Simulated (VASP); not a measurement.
## BaTe (strained rocksalt): one PBE single-point calculation in two programs

```yaml
crystal:
  lattice:
    - [0.00000, 3.71289, 3.71289]
    - [3.71289, 0.00000, 3.71289]
    - [3.71289, 3.71289, 0.00000]
  atoms:
    - { symbol: Ba, position: [0.00000, 0.00000, 0.00000] }
    - { symbol: Te, position: [0.50000, 0.50000, 0.50000] }
```

The two codes use different PAW datasets and cutoffs. VASP's cell holds 16 valence electrons and Ansatz's 26. Ansatz's stress includes a Pulay correction; VASP's doesn't.

Cutoffs: 520 eV in VASP, 420 eV in Ansatz. k meshes: 6×6×6 and 6×6×6.

|  | VASP | Ansatz |
| --- | --- | --- |
| gap between bands v and c | 1.82 eV | 1.88 eV |
| least direct gap | 2.18 eV | 2.22 eV |
| pressure | -2.9 GPa | -3.1 GPa |

Band v is the last that the valence electrons fill when counted band by band, and c is the next. Levels in eV from the top of v, Ansatz:

```
point    v−1      v     c   c+1
    Γ   0.00   0.00  2.33  3.02
    X  -0.34  -0.34  1.88  3.97
    K  -0.90  -0.58  2.69  4.57
    L  -0.78  -0.78  3.90  4.36
    W  -0.79  -0.79  3.42  3.42
```

VASP:

| point | v−1 | v | c | c+1 |
| --- | --- | --- | --- | --- |
| Γ | 0.00 | 0.00 | 2.28 | 2.96 |
| X | -0.36 | -0.36 | 1.82 | 3.92 |
| K | -0.94 | -0.61 | 2.65 | 4.54 |
| L | -0.82 | -0.82 | 3.92 | 4.31 |
| W | -0.82 | -0.82 | 3.41 | 3.41 |
